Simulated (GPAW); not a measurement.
Crystal: PtS2.

```
Pt S
1.0
     3.54320    0.00000    0.00000
    -1.77160    3.06850    0.00000
     0.00000    0.00000    5.03880
Pt S
1 2
Direct
  0.00000 0.00000 0.00000
  0.66667 0.33333 0.77300
  0.33333 0.66667 0.22700
```

Base run:

| Item | Value |
| --- | --- |
| Program | GPAW 26.7.0 |
| Functional | PBE |
| Potentials or basis | GPAW PAW data sets (gpaw-data 1.2.1) |
| Cutoff | 400 eV |
| Basis | pw |
| k mesh | 7 × 7 × 4 |
| Occupations | fermi-dirac, width 0.001 eV |
| Spin | no spin polarisation |
| Hubbard terms | Pt d U = 4.0 eV |

Its results: band gap on the k mesh 0.73 eV, indirect (least direct gap 0.98 eV).

The run is repeated on the same cell with these changes: hubbard terms from Pt d U = 4.0 eV to none. What comes out?

Band gap on the k mesh 0.81 eV, indirect (least direct gap 0.98 eV).

Caveats: with so narrow a direct gap the onset needs a denser k mesh; the long-wavelength limit can be off by several per cent where d states take part; spin-orbit coupling is left out, which moves the levels of the heavy elements; an odd mesh through Γ misses points on the zone boundary, where band edges often lie; response on these states lacks terms of the Hamiltonian (some runs).
